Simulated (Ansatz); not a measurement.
Crystal: Ta.

```
Ta
1.0
     2.90037    0.00000    0.00000
    -1.45019    2.51180    0.00000
     0.00000    0.00000    5.16627
Ta
2
Direct
  0.33333 0.66667 0.25000
  0.66667 0.33333 0.75000
```

This isn't the form of Ta at room conditions, which is bcc.

Program: Ansatz 0.2.0. Alike in all runs: task band structure; potentials or basis Ansatz PAW; no spin polarisation; cell as given; smearing fermi-dirac 0.05 eV.

**Question.** Order these runs on this cell by their pressure, lowest first.
A. level BLYP; k mesh 6 × 6 × 3; cutoff (eV) 420; mesh quality coarse
B. level r2SCAN; k mesh 11 × 11 × 5; cutoff (eV) 500; mesh quality not flagged
C. level LDA; k mesh 11 × 11 × 5; cutoff (eV) 420; mesh quality not flagged

**Answer.** C (-12.0 GPa), B (-3.6 GPa), A (4.2 GPa).

Caveats: some runs use coarse meshes; the PAW data sets come from PBE, with cores solved anew for the run's functional, which leaves a small shift of forces and pressure; the potentials were made for another functional, which shifts forces and pressure (some runs).

Not every run made on this cell is shown here.
